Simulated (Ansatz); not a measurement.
NiO:

```
Ni O
1.0
     0.00000    2.08590    2.08590
     2.08590    0.00000    2.08590
     2.08590    2.08590    0.00000
Ni O
1 1
Direct
  0.00000 0.00000 0.00000
  0.50000 0.50000 0.50000
```

* Program: Ansatz 0.2.0
* Task: relaxation of cell and atoms
* Functional: PBE
* Potentials or basis: all-electron LAPW, scalar-relativistic
* Basis error allowed: 0.001 eV/atom
* k mesh: 11 × 11 × 11
* Occupations: fermi-dirac, width 0.05 eV
* Spin: collinear spin, ferromagnetic start
* Starting moments: [1.0, 0.0] μB

At the start: volume 9.08 Å³/atom.

Problem. How do energy, volume and symmetry change on relaxing?

Solution. Over 5 steps the energy falls by 6.1 meV/atom and the volume is 9.39 Å³/atom (+3.5 %); space group Fm-3m (No. 225, to 0.05 Å); moment 1.85 μB per cell.

The path:
```tsv
step	energy change (eV)	largest force (eV/Å)	volume (Å³)
1	0.0000	0.0000	18.15
2	-0.0083	0.0000	18.43
3	-0.0121	0.0000	18.77
4	-0.0121	0.0000	18.79
5	-0.0121	0.0000	18.79
```

Final structure:
```
Ni O
1.0
     0.00000    2.10997    2.10997
     2.10997    0.00000    2.10997
     2.10997    2.10997    0.00000
Ni O
1 1
Cartesian
  0.0000 0.0000 0.0000
  2.1100 2.1100 2.1100
```

Caveat: a cell with one magnetic atom can't hold antiferromagnetic order, which such compounds often take.
